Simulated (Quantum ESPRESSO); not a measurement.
# TaAs (I4_1md) in Quantum ESPRESSO: single point with PBEsol

Aim: the single point of TaAs with PBEsol.

Everything below comes from runs of Quantum ESPRESSO 7.5. Logs are shortened: lines on timing, memory, paths and dates and some standing lists are left out, and cuts for length are marked.

### Step 1. The undisturbed crystal

It takes space group I4_1md (No. 109, tetragonal). Conventional cell: a = 3.444 Å, b = 3.444 Å, c = 11.736 Å, α = 90.00°, β = 90.00°, γ = 90.00°. Ta (site symmetry 2mm) is surrounded by 6 As at 2.61 to 2.62 Å. As (site symmetry 2mm) has 6 Ta at 2.61 to 2.62 Å as nearest neighbours.

The cell is a database's computed one.

### Step 2. Single point, PBEsol (atoms moved at random, drawn with an rms of 0.05 Å)

File pw.in:

```
&CONTROL
  calculation = 'scf'
  prefix = 'pwscf'
  outdir = './tmp'
  pseudo_dir = './pseudo'
  tprnfor = .true.
  tstress = .true.
  disk_io = 'nowf'
/
&SYSTEM
  ibrav = 0
  nat = 4
  ntyp = 2
  ecutwfc = 56
  ecutrho = 448
  nbnd = 26
  occupations = 'smearing'
  smearing = 'fd'
  degauss = 0.00367493
/
&ELECTRONS
  conv_thr = 8d-10
  electron_maxstep = 120
  mixing_beta = 0.5
/
ATOMIC_SPECIES
Ta   180.9479 ta_pbesol_v1.uspp.F.UPF
As    74.9216 as_pbesol_v1.uspp.F.UPF
CELL_PARAMETERS angstrom
  -1.7218133622    1.7218133622    5.8679415361
   1.7218133622   -1.7218133622    5.8679415361
   1.7218133622    1.7218133622   -5.8679415361
ATOMIC_POSITIONS crystal
Ta     0.4936280000    0.4864280000   -0.0155190000
Ta     0.2412130000    0.7492350000    0.4944120000
As     0.0873090000    0.0729900000   -0.0013210000
As     0.8254400000    0.3228480000    0.4874140000
K_POINTS automatic
11 11 11 0 0 0
```

Potentials or basis: GBRV 1.5 PBEsol.

Started as:

```bash
$ OMP_NUM_THREADS=1 mpirun -n 2 pw.x -nk 2 -in pw.in > pw.out
```

pw.out:

```text
This program is part of the open-source Quantum ESPRESSO suite
     for quantum simulation of materials; please cite
         "P. Giannozzi et al., J. Phys.:Condens. Matter 21 395502 (2009);
         "P. Giannozzi et al., J. Phys.:Condens. Matter 29 465901 (2017);
         "P. Giannozzi et al., J. Chem. Phys. 152 154105 (2020);
     in publications or presentations arising from this work. More details at

     K-points division:     npool     =       2
     Subspace diagonalization in iterative solution of the eigenvalue problem:
     a serial algorithm will be used

     G-vector sticks info
     --------------------
     sticks:   dense  smooth     PW     G-vecs:    dense   smooth      PW
     Sum        3629    1813    581                75079    26593    4797

     Using Slab Decomposition

     bravais-lattice index     =            0
     lattice parameter (alat)  =      12.0056  a.u.
     unit-cell volume          =     469.5853 (a.u.)^3
     number of atoms/cell      =            4
     number of atomic types    =            2
     number of electrons       =        36.00
     number of Kohn-Sham states=           26
     kinetic-energy cutoff     =      56.0000  Ry
     charge density cutoff     =     448.0000  Ry
     scf convergence threshold =      8.0E-10
     mixing beta               =       0.5000
     number of iterations used =            8  plain     mixing
     Exchange-correlation= SLA  PW   PSX  PSC
                           (   1   4  10   8   0   0   0)

     celldm(1)=  12.005640  celldm(2)=   0.000000  celldm(3)=   0.000000
     celldm(4)=   0.000000  celldm(5)=   0.000000  celldm(6)=   0.000000

     crystal axes: (cart. coord. in units of alat)
               a(1) = (  -0.271019   0.271019   0.923633 )
               a(2) = (   0.271019  -0.271019   0.923633 )
               a(3) = (   0.271019   0.271019  -0.923633 )

     reciprocal axes: (cart. coord. in units 2 pi/alat)
               b(1) = (  0.000000  1.844890  0.541341 )
               b(2) = (  1.844890  0.000000  0.541341 )
               b(3) = (  1.844890  1.844890  0.000000 )

     PseudoPot. # 1 for Ta read from file:
     ta_pbesol_v1.uspp.F.UPF
     Pseudo is Ultrasoft + core correction, Zval = 13.0
     Generated by new atomic code, or converted to UPF format
     Using radial grid of  921 points,  7 beta functions with:
                l(1) =   0
                l(2) =   0
                l(3) =   1
                l(4) =   1
                l(5) =   2
                l(6) =   2
                l(7) =   3
     Q(r) pseudized with  6 coefficients,  rinner =    1.300   1.300   1.300
                                                       1.300   1.300   1.300
                                                       1.300

     PseudoPot. # 2 for As read from file:
     as_pbesol_v1.uspp.F.UPF
     Pseudo is Ultrasoft + core correction, Zval =  5.0
     Generated by new atomic code, or converted to UPF format
     Using radial grid of  875 points,  6 beta functions with:
                l(1) =   0
                l(2) =   0
                l(3) =   1
                l(4) =   1
                l(5) =   2
                l(6) =   2
     Q(r) pseudized with  8 coefficients,  rinner =    1.300   1.300   1.300
                                                       1.300   1.300

     atomic species   valence    mass     pseudopotential
     Ta               13.00   180.94790     Ta( 1.00)
     As                5.00    74.92160     As( 1.00)

     No symmetry found

   Cartesian axes

     site n.     atom                  positions (alat units)
         1        Ta     tau(   1) = (  -0.0061573  -0.0022546   0.9195457  )
         2        Ta     tau(   2) = (   0.2716786  -0.0036886   0.4581551  )
         3        As     tau(   3) = (  -0.0042387   0.0035227   0.1492775  )
         4        As     tau(   4) = (  -0.0041135   0.2683104   0.6104049  )

     number of k points=   666  Fermi-Dirac smearing, width (Ry)=  0.0037

     Number of k-points >= 100: set verbosity='high' to print them.

     Dense  grid:    75079 G-vectors     FFT dimensions: (  81,  81,  81)

     Smooth grid:    26593 G-vectors     FFT dimensions: (  60,  60,  60)

     Initial potential from superposition of free atoms

     starting charge      35.9975, renormalised to      36.0000

     negative rho (up, down):  1.873E-01 0.000E+00
     Starting wfcs are   34 randomized atomic wfcs

     Self-consistent Calculation

     iteration #  1     ecut=    56.00 Ry     beta= 0.50
     Davidson diagonalization with overlap
     ethr =  1.00E-02,  avg # of iterations =  2.0

     Threshold (ethr) on eigenvalues was too large:
     Diagonalizing with lowered threshold

     Davidson diagonalization with overlap
     ethr =  2.15E-04,  avg # of iterations =  3.7

     negative rho (up, down):  1.921E-01 0.000E+00

     total energy              =    -363.62770077 Ry
     estimated scf accuracy    <       0.08279769 Ry

     iteration #  2     ecut=    56.00 Ry     beta= 0.50
     Davidson diagonalization with overlap
     ethr =  2.30E-04,  avg # of iterations =  2.0

     negative rho (up, down):  1.945E-01 0.000E+00

     total energy              =    -363.64380570 Ry
     estimated scf accuracy    <       0.01414237 Ry

     iteration #  3     ecut=    56.00 Ry     beta= 0.50
     Davidson diagonalization with overlap
     ethr =  3.93E-05,  avg # of iterations =  2.3

     negative rho (up, down):  1.972E-01 0.000E+00

     total energy              =    -363.64582940 Ry
     estimated scf accuracy    <       0.00185172 Ry

     iteration #  4     ecut=    56.00 Ry     beta= 0.50
     Davidson diagonalization with overlap
     ethr =  5.14E-06,  avg # of iterations =  5.1

     negative rho (up, down):  1.974E-01 0.000E+00

     total energy              =    -363.64570931 Ry
     estimated scf accuracy    <       0.00160446 Ry

     iteration #  5     ecut=    56.00 Ry     beta= 0.50
     Davidson diagonalization with overlap
     ethr =  4.46E-06,  avg # of iterations =  1.3

     negative rho (up, down):  1.978E-01 0.000E+00

     total energy              =    -363.64593651 Ry
     estimated scf accuracy    <       0.00017153 Ry

     iteration #  6     ecut=    56.00 Ry     beta= 0.50
     Davidson diagonalization with overlap
     ethr =  4.76E-07,  avg # of iterations =  2.1

     negative rho (up, down):  1.978E-01 0.000E+00

     total energy              =    -363.64596261 Ry
     estimated scf accuracy    <       0.00000472 Ry

     iteration #  7     ecut=    56.00 Ry     beta= 0.50
     Davidson diagonalization with overlap
     ethr =  1.31E-08,  avg # of iterations =  5.2

     negative rho (up, down):  1.978E-01 0.000E+00

     total energy              =    -363.64596711 Ry
     estimated scf accuracy    <       0.00000055 Ry

     iteration #  8     ecut=    56.00 Ry     beta= 0.50
     Davidson diagonalization with overlap
     ethr =  1.53E-09,  avg # of iterations =  3.6

     negative rho (up, down):  1.978E-01 0.000E+00

     total energy              =    -363.64596735 Ry
     estimated scf accuracy    <       0.00000011 Ry

     iteration #  9     ecut=    56.00 Ry     beta= 0.50
     Davidson diagonalization with overlap
     ethr =  3.02E-10,  avg # of iterations =  2.6

     negative rho (up, down):  1.978E-01 0.000E+00

     total energy              =    -363.64596735 Ry
     estimated scf accuracy    <       0.00000002 Ry

     iteration # 10     ecut=    56.00 Ry     beta= 0.50
     Davidson diagonalization with overlap
     c_bands:  1 eigenvalues not converged
     ethr =  5.25E-11,  avg # of iterations =  3.8

     negative rho (up, down):  1.978E-01 0.000E+00

     total energy              =    -363.64596736 Ry
     estimated scf accuracy    <          1.5E-09 Ry

     iteration # 11     ecut=    56.00 Ry     beta= 0.50
     Davidson diagonalization with overlap
     ethr =  4.22E-12,  avg # of iterations =  3.9

     negative rho (up, down):  1.978E-01 0.000E+00

     End of self-consistent calculation

     Number of k-points >= 100: set verbosity='high' to print the bands.

     the Fermi energy is    14.9433 ev

!    total energy              =    -363.64596736 Ry
     estimated scf accuracy    <          2.2E-10 Ry
     smearing contrib. (-TS)   =      -0.00033406 Ry
     internal energy E=F+TS    =    -363.64563330 Ry

     The total energy is F=E-TS. E is the sum of the following terms:
     one-electron contribution =     -46.76491426 Ry
     hartree contribution      =      39.89143004 Ry
     xc contribution           =    -146.90547803 Ry
     ewald contribution        =    -209.86667106 Ry

     convergence has been achieved in  11 iterations

     negative rho (up, down):  1.978E-01 0.000E+00

     Forces acting on atoms (cartesian axes, Ry/au):

     atom    1 type  1   force =     0.00771342    0.01117260    0.00134788
     atom    2 type  1   force =    -0.01960012    0.00389443    0.00031153
     atom    3 type  2   force =     0.00183908   -0.01479967   -0.00225705
     atom    4 type  2   force =     0.01004762   -0.00026736    0.00059764

     Total force =     0.030240     Total SCF correction =     0.000010

     Computing stress (Cartesian axis) and pressure

     negative rho (up, down):  1.978E-01 0.000E+00
          total   stress  (Ry/bohr**3)                   (kbar)     P=      -30.55
  -0.00018990   0.00000186  -0.00004042          -27.93        0.27       -5.95
   0.00000186  -0.00019124  -0.00005666            0.27      -28.13       -8.33
  -0.00004042  -0.00005666  -0.00024192           -5.95       -8.33      -35.59

=------------------------------------------------------------------------------=
   JOB DONE.
=------------------------------------------------------------------------------=
```

Wall time 26 min (2 MPI ranks of Arm Neoverse V1, shared host); peak memory 1.5 GiB.

What came out:

- Free energy: -4947.6554 eV
- Pressure: -3.1 GPa
- Largest force: 0.514 eV/Å
- Band gap on the k mesh: none (metal or under the smearing width)

Forces on the atoms (eV/Å):
```
Ta   0.198  0.287  0.035
Ta  -0.504  0.100  0.008
As   0.047 -0.381 -0.058
As   0.258 -0.007  0.015
```

Levels at points of the mesh, in eV from the Fermi level:
| k point | band 16 | band 17 | band 18 | band 19 | band 20 | band 21 |
| --- | --- | --- | --- | --- | --- | --- |
| (0.00, 0.00, 0.00) | -1.96 | -1.61 | -1.58 | 0.93 | 1.61 | 2.31 |
